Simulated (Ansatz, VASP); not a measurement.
**Mg: VASP beside Ansatz**

INCAR

```
PREC = Accurate ; ENCUT = 520
EDIFF = 1E-6 ; ISMEAR = -1
SIGMA = 0.1 ; LREAL = False
LASPH = True ; NELM = 60
ALGO = Normal ; ISIF = 2
LWAVE = False ; LCHARG = False
GGA = B5 ; ALDAX = 1.0
AGGAX = 1.0 ; AGGAC = 1.0
ALDAC = 0.0 ; NBANDS = 7
```

The input KPOINTS:

```
Automatic mesh
0
Gamma
  14 14 14
```

POSCAR

```
Mg
1.0
   -1.8513208068      1.8513208068      1.8513208068
    1.8513208068     -1.8513208068      1.8513208068
    1.8513208068      1.8513208068     -1.8513208068
Mg
1
Direct
    0.0000000000      0.0000000000      0.0000000000
```

Input for Ansatz:

```yaml
crystal:
  lattice:
    - [-1.8513208068, 1.8513208068, 1.8513208068]
    - [1.8513208068, -1.8513208068, 1.8513208068]
    - [1.8513208068, 1.8513208068, -1.8513208068]
  atoms:
    - { symbol: Mg, position: [0.0, 0.0, 0.0] }
hamiltonian:
  xc: blyp
  pseudopotentials:
    kind: paw
    azcp:
      Mg: "pseudopotentials/Mg.paw.azcp"
basis:
  ecutwfc: 420
  fft_grid_basis: typed
kpoints:
  mp_grid: { grid: [14, 14, 14], shift: [0, 0, 0] }
magnetization:
  spin_polarized: false
scf:
  occupations: { method: fermi_dirac, width: 0.1 }
  lower_state_search: "off"
output:
  stress: true
  write_density: true
  write_potential: true
  elf: true
  volumetric_format: npy
```

Alike in both runs: task single point; functional BLYP; k mesh 14 × 14 × 14; occupations fermi-dirac, width 0.1 eV; no spin polarisation.

```csv
,VASP,Ansatz
version,VASP 6.6.1,Ansatz 0.2.0
potentials or method,"VASP PAW PBE potentials, release 64 (Mg)","plane waves (420 eV) with PAW, scalar-relativistic"
plane-wave cutoff (eV),520,420
valence electrons in the cell,2,10
```

```tsv
	VASP	Ansatz	Ansatz less VASP
pressure (GPa)	-2.0	-1.9	+0.05
```

The two sets of potentials don't hold the same shells in valence.

Caveats: the PAW data sets were made with another functional, which shifts forces and pressure a little (VASP).
